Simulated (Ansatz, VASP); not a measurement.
**AgI: VASP beside Ansatz**

File INCAR:

```
SYSTEM = AgI
  PREC = Accurate
  ENCUT = 520
  EDIFF = 1E-6
  ISMEAR = 0
  SIGMA = 0.02
  LREAL = .False.
  LASPH = .True.
  NELM = 100
  ALGO = Normal
  ISIF = 2
  LWAVE = .False.
  LCHARG = .True.
  GGA = PS
  LELF = .True.
  LVHAR = .True.
  NBANDS = 16
```

File KPOINTS:

```
Automatic mesh
0
Gamma
  8 8 8
  0 0 0
```

POSCAR

```
AgI
1.0
    0.0000000000      3.2250958904      3.2250958904
    3.2250958904      0.0000000000      3.2250958904
    3.2250958904      3.2250958904      0.0000000000
Ag I
1 1
Direct
    0.0000000000      0.0000000000      0.0000000000
    0.7500000000      0.7500000000      0.7500000000
```

Input for Ansatz:

```yaml
crystal:
  lattice:
    - [0.0, 3.2250958904, 3.2250958904]
    - [3.2250958904, 0.0, 3.2250958904]
    - [3.2250958904, 3.2250958904, 0.0]
  atoms:
    - { symbol: Ag, position: [0.0, 0.0, 0.0] }
    - { symbol: I, position: [0.75, 0.75, 0.75] }
basis:
  ecutwfc: 420
kpoints:
  mp_grid: { grid: [8, 8, 8] }
  band_path: { path: [VBM, CBM], npoints: 2 }
hamiltonian:
  xc: pbesol
scf:
  occupations: { method: gaussian, width: 0.02 }
output:
  forces: true
  stress: true
  eigenvalues: true
```

Alike in both runs: task single point; functional PBEsol; k mesh 8 × 8 × 8; occupations gaussian, width 0.02 eV; no spin polarisation.

|  | VASP | Ansatz |
| --- | --- | --- |
| version | VASP 6.6.1 | Ansatz 0.2.0 |
| potentials or method | VASP PAW PBE potentials, release 64 (Ag, I) | scalar-relativistic, plane waves, PAW |
| plane-wave cutoff (eV) | 520 | 420 |
| valence electrons in the cell | 18 | 36 |

```tsv
	VASP	Ansatz	Ansatz less VASP
gap on the k mesh at the Fermi level (eV)	1.20	1.20	-0.003
least direct gap on the mesh (eV)	1.20	1.20	-0.003
pressure (GPa)	0.0	0.0	+0.04
```

The two sets of potentials don't hold the same shells in valence.

Caveats: the PAW data sets were made with another functional, which shifts forces and pressure a little (VASP); spin-orbit coupling is left out, which moves the levels of the heavy elements.
